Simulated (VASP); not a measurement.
Set up this calculation in VASP 6.6.1, as the native input.

* Task: single point
* Functional: PBE
* Potentials or basis: VASP PAW PBE potentials, release 64 (K_sv, F)
* Cutoff: 520 eV
* k mesh: 8 × 8 × 8
* Occupations: gaussian, width 0.02 eV
* Spin: no spin polarisation
* Dipole correction: no
* Further INCAR settings: ALGO = Normal; EDIFF = 1e-07; NBANDS = 15

The structure of KF lies in POSCAR:

```
KF
1.0
    3.2714042081      0.0000000000      0.0000000000
    0.0000000000      3.2714042081      0.0000000000
    0.0000000000      0.0000000000      3.2714042081
K F
1 1
Direct
    0.0000000000      0.0000000000      0.0000000000
    0.5000000000      0.5000000000      0.5000000000
```

The cell comes from a database or a generator and needn't be the stable form of this composition.

The cell isn't the ideal one: strained and moved within the space group.

The input as run:

INCAR

```
SYSTEM = KF
  PREC = Accurate
  ENCUT = 520
  EDIFF = 1E-7
  ISMEAR = 0
  SIGMA = 0.02
  LREAL = .FALSE.
  LASPH = .TRUE.
  NELM = 100
  ALGO = Normal
  ISIF = 2
  LWAVE = .FALSE.
  LCHARG = .FALSE.
  GGA = PE
  NBANDS = 15
```

KPOINTS

```
regular mesh
0
G
  8 8 8
  0 0 0
```

Potentials or basis: VASP PAW PBE potentials, release 64 (K_sv, F).

Launch:

```bash
$ cat potpaw_PBE.64/K_sv/POTCAR potpaw_PBE.64/F/POTCAR > POTCAR
$ mpirun -np 1 vasp_std > vasp.out
```

It gave:

- Pressure: -0.4 GPa
- Band gap on the k mesh: 6.18 eV, indirect (least direct gap 6.23 eV)

Run time: 13 s on 1 thread of Intel(R) Xeon(R) Platinum 8488C (Sapphire Rapids) (shared host), peak memory 0.14 GiB.
